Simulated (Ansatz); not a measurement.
Theory: DFT PBE, scalar-relativistic, plane waves, PAW in Ansatz. All cells share a 420 eV cutoff and Γ-centred k meshes spaced at most about 0.3 Å⁻¹ (about 0.25 or finer for metals, 2π included). No spin polarisation in the final relaxations.

All energies are static (0 K, no zero-point motion).

Two forms of SiC were relaxed alike.

1.

```
Si C
1.0
     1.36127   -3.44733    0.00000
     1.36127    3.44733    0.00000
     0.00000    0.00000    2.72201
Si C
1 1
Direct
  0.50000 0.50000 0.00000
  0.00000 0.00000 0.50000
```

2.

```
Si C
1.0
     2.86322    0.00000    0.00000
    -1.43161    2.47962    0.00000
     0.00000    0.00000    2.57129
Si C
1 1
Direct
  0.00000 0.00000 0.00000
  0.66667 0.33333 0.50000
```

Question: Which is lower in energy, and by how much?

Answer: They are level within the accuracy (1 meV/atom apart, with cell 1 the lower in these runs). Cell 1 has space group Cmmm (No. 65), 12.8 Å³/atom and no gap on its mesh; cell 2 has the tungsten carbide type, space group P-6m2 (No. 187), 9.1 Å³/atom and no gap. Counting C atoms around Si (those within 1.25 times the shortest such distance or 1.15 times the sum of covalent radii), cell 1 has Si 4 and cell 2 has Si 6. Even the lower one lies +1.10 eV/atom against the reference forms of the elements (uncorrected), so neither is stable at this level. In cell 1, around Si lie 4 C at 1.92 Å; around C lie 4 Si at 1.92 Å. In cell 2, around Si lie 6 C at 2.09 Å; C is surrounded by 6 Si at 2.09 Å. Both come from invented guesses. A third cell relaxed alike, in F-43m (a cell as deposited in COD), lies 1.30 eV/atom below the lower of the two.

The k mesh leaves some 4 meV/atom of noise in the energy of each metallic cell. Weakly bound directions are ill-defined at this level, which has no dispersion term (Cmmm), and this can change margins and order among such cells. Cells relaxed within their symmetry can be saddle points.
